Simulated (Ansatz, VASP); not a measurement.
CuI: VASP beside Ansatz

File INCAR:

```
SYSTEM = CuI
  ALGO = Fast
  EDIFF = 1E-6
  ENCUT = 520
  GGA = PE
  ISIF = 2
  ISMEAR = 0
  LASPH = .True.
  LCHARG = .False.
  LREAL = .False.
  LWAVE = .False.
  NBANDS = 16
  NELM = 60
  PREC = Accurate
  SIGMA = 0.01
```

Contents of KPOINTS:

```
k-points
0
Gamma
  6 6 6
  0 0 0
```

File POSCAR:

```
CuI
1.0
    0.0000000000      3.0120291186      3.0120291186
    3.0120291186      0.0000000000      3.0120291186
    3.0120291186      3.0120291186      0.0000000000
Cu I
1 1
Direct
    0.0000000000      0.0000000000      0.0000000000
    0.2500000000      0.2500000000      0.2500000000
```

Input for Ansatz:

```yaml
crystal:
  lattice:
    - [0.0, 3.0120291186, 3.0120291186]
    - [3.0120291186, 0.0, 3.0120291186]
    - [3.0120291186, 3.0120291186, 0.0]
  atoms:
    - { symbol: Cu, position: [0.0, 0.0, 0.0] }
    - { symbol: I, position: [0.25, 0.25, 0.25] }
kpoints:
  mp_grid: { grid: [6, 6, 6] }
hamiltonian:
  xc: pbe
scf:
  occupations: { method: fixed }
output:
  optics: { e_range: [0, 12], de: 0.05, sigma: 0.1 }
```

Alike in both runs: task single point; functional PBE; k mesh 6 × 6 × 6; no spin polarisation.

|  | VASP | Ansatz |
| --- | --- | --- |
| version | VASP 6.6.1 | Ansatz 0.2.0 |
| potentials or method | VASP PAW PBE potentials, release 64 (Cu, I) | plane waves, PAW |
| plane-wave cutoff (eV) | 520 | 420 |
| occupations | gaussian, width 0.01 eV | fixed |
| valence electrons in the cell | 18 | 36 |

Ansatz gave:

| Quantity | Value |
| --- | --- |
| gap on the k mesh at the Fermi level (eV) | 1.17 |

Task: What did VASP give for the same quantities?

Result: gap on the k mesh at the Fermi level (eV): 1.19.

The two sets of potentials don't hold the same shells in valence.

Caveats: spin-orbit coupling is left out, which moves the levels of the heavy elements. As with any semilocal functional, this PBE gap is likely too small.
